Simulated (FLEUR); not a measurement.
# HfB2 in FLEUR: convergence with k mesh

Input of the first run (k mesh 2 × 2 × 2); the others differ in this setting and in those tied to it:

The input inp.xml:

```xml
<?xml version="1.0" encoding="UTF-8" standalone="no"?>
<fleurInput fleurInputVersion="0.39">
   <comment>
      HfB2                                                                                                
   </comment>
   <calculationSetup>
      <cutoffs Kmax="4.59" Gmax="14.2" GmaxXC="14.2" numbands="0"/>
      <scfLoop itmax="60" minDistance="0.00001" maxIterBroyd="15" imix="Anderson" alpha="0.05" precondParam="0.0" spinf="2.0" sdNocoIR="T"/>
      <coreElectrons ctail="T" frcor="F" kcrel="0" coretail_lmax="0"/>
      <xcFunctional name="pbe" relativisticCorrections="F"/>
      <magnetism jspins="1"/>
      <soc l_soc="F" theta="0.0" phi="0.0" spav="F"/>
      <expertModes spex="0" secvar="F"/>
      <geometryOptimization l_f="T" forcealpha="1.0" forcemix="BFGS" epsdisp="0.0005" epsforce="0.0002"/>
      <ldaU l_linMix="F" mixParam="0.05" spinf="1.0"/>
   </calculationSetup>
   <cell>
      <bzIntegration valenceElectrons="32.0" mode="hist" fermiSmearingEnergy="0.00183747">
         <kPointListSelection listName="default-1"/>
         <!-- k-points included here -->
         <xi:include xmlns:xi="http://www.w3.org/2001/XInclude" href="kpts.xml"> </xi:include>
      </bzIntegration>
      <!-- symmetry operations included here -->
      <xi:include xmlns:xi="http://www.w3.org/2001/XInclude" href="sym.xml"> </xi:include>
      <bulkLattice scale="1.0">
         <bravaisMatrix>
            <row-1>    5.9337400312439996     0.0000000000000000     0.0000000000000000</row-1>
            <row-2>   -2.9668700156219998     5.1387696065418380     0.0000000000000000</row-2>
            <row-3>    0.0000000000000000     0.0000000000000000     6.5762469136079993</row-3>
         </bravaisMatrix>
      </bulkLattice>
   </cell>
   <atomSpecies>
      <species name="Hafnium (Hf)" element="Hf" atomicNumber="72">
         <mtSphere radius="2.66" gridPoints="879" logIncrement="0.015"/>
         <atomicCutoffs lmax="10" lnonsphr="10"/>
         <electronConfig flipSpins="F">
            <coreConfig>(1s1/2) (2s1/2) (2p1/2) (2p3/2) (3s1/2) (3p1/2) (3p3/2) (4s1/2) (3d3/2) (3d5/2) (4p1/2) (4p3/2) (4d3/2) (4d5/2)</coreConfig>
            <valenceConfig>(5s1/2) (5p1/2) (5p3/2) (6s1/2) (4f5/2) (4f7/2) (5d3/2) (5d5/2)</valenceConfig>
            <stateOccupation state="(5d3/2)" spinUp="0.400000" spinDown="0.400000"/>
            <stateOccupation state="(5d5/2)" spinUp="0.600000" spinDown="0.600000"/>
         </electronConfig>
         <energyParameters s="6" p="6" d="5" f="4"/>
         <lo type="SCLO" l="0" n="5" eDeriv="0"/>
         <lo type="SCLO" l="1" n="5" eDeriv="0"/>
         <lo type="SCLO" l="2" n="5" eDeriv="2"/>
         <lo type="SCLO" l="3" n="4" eDeriv="2"/>
      </species>
      <species name="Boron (B)" element="B" atomicNumber="5">
         <mtSphere radius="1.57" gridPoints="527" logIncrement="0.019"/>
         <atomicCutoffs lmax="8" lnonsphr="8"/>
         <electronConfig flipSpins="F">
            <coreConfig>(1s1/2)</coreConfig>
            <valenceConfig>(2s1/2) (2p1/2) (2p3/2)</valenceConfig>
            <stateOccupation state="(2p1/2)" spinUp="0.166667" spinDown="0.166667"/>
            <stateOccupation state="(2p3/2)" spinUp="0.333333" spinDown="0.333333"/>
         </electronConfig>
         <energyParameters s="2" p="2" d="3" f="4"/>
         <lo type="SCLO" l="0" n="2" eDeriv="2"/>
         <lo type="SCLO" l="1" n="2" eDeriv="2"/>
         <lo type="SCLO" l="2" n="3" eDeriv="2"/>
      </species>
   </atomSpecies>
   <atomGroups>
      <atomGroup species="Hafnium (Hf)">
         <relPos label="                   1">.0000000000 .0000000000 .0000000000</relPos>
         <force calculate="T" relaxXYZ="TTT"/>
      </atomGroup>
      <atomGroup species="Boron (B)">
         <relPos label="                   2">-1.000/3.000 1.000/3.000 1.000/2.000</relPos>
         <relPos label="                   3">1.000/3.000 -1.000/3.000 1.000/2.000</relPos>
         <force calculate="T" relaxXYZ="TTT"/>
      </atomGroup>
   </atomGroups>
   <output dos="F" band="F" slice="F">
      <checks vchk="F" cdinf="F"/>
      <bandDOS minEnergy="-.5*Htr" maxEnergy="0.5*Htr" sigma="0.015" storeEVData="T"/>
      <vacuumDOS vacdos="F" integ="F" star="F" nstars="0" locx1="0.0" locy1="0.0" locx2="0.0" locy2="0.0" nstm="0" tworkf="0.0"/>
      <unfoldingBand unfoldBand="F" supercellX="1" supercellY="1" supercellZ="1"/>
      <plotting iplot="0" polar="F">
         <plot TwoD="T" vec1="  1.0  0.0  0.0" vec2="  0.0  1.0  0.0" vec3="  0.0  0.0  1.0" zero="  0.0  0.0  0.0" file="plot"/>
      </plotting>
      <chargeDensitySlicing numkpt="0" minEigenval="0.0" maxEigenval="0.0" nnne="0" pallst="F"/>
      <specialOutput eonly="F"/>
      <moessbauerParams electricFieldGradient="T" isomerShift="T" coreHyperfine="T" valenceHyperfine="T"/>
      <magneticCircularDichroism mcd="F" energyLo="-10.0" energyUp="0.0"/>
   </output>
  <!-- We include the file relax.xml here to enable relaxations (see documentation) -->
  <xi:include xmlns:xi="http://www.w3.org/2001/XInclude" href="relax.xml"> <xi:fallback/> </xi:include>
</fleurInput>
```

File crystal.txt:

```
HfB2
&input cartesian=F /
3.1400000000  0.0000000000  0.0000000000
-1.5700000000  2.7193197679  0.0000000000
0.0000000000  0.0000000000  3.4800000000
1.8897261246
1.0 1.0 1.0

3
72 0.0000000000  0.0000000000  0.0000000000
5 0.6666666667  0.3333333333  0.5000000000
5 0.3333333333  0.6666666667  0.5000000000

&kpt div1=2 div2=2 div3=2 gamma=T /
```

Potentials or basis: all-electron, FLAPW.

Launch:

```console
$ inpgen -f crystal.txt -profile fastHighL
$ # inp.xml edited to the form shown
$ fleur_MPI
```

Hardware: 1 thread of Arm Neoverse V2, with other jobs on the host.

| k mesh | energy less the tightest run, at zero smearing (meV/atom) | SCF cycles | CPU time (s) | peak memory (GiB) |
| --- | --- | --- | --- | --- |
| 2 × 2 × 2 | 177.85 | 16 | 13 | 0.07 |
| 4 × 4 × 3 | 17.43 | 16 | 19 | 0.07 |
| 6 × 6 × 4 | not converged | - | - | - |
| 7 × 7 × 6 | 2.32 | 16 | 50 | 0.07 |
| 8 × 8 × 7 | 0.97 | 16 | 60 | 0.07 |
| 10 × 10 × 8 | 0.97 | 16 | 98 | 0.07 |
| 12 × 12 × 10 | -0.36 | 16 | 160 | 0.08 |
| 15 × 15 × 12 | 0.00 | 16 | 250 | 0.08 |

Against the tightest run, the energy stays within 1 meV/atom from 8 × 8 × 7 on. Meshes of other sizes hit other points, so gaps and Fermi surfaces needn't settle smoothly. The tightest run that finished is the yardstick and may itself not be fully converged.

The run has no spin-orbit coupling, so splittings on Hf are missing.
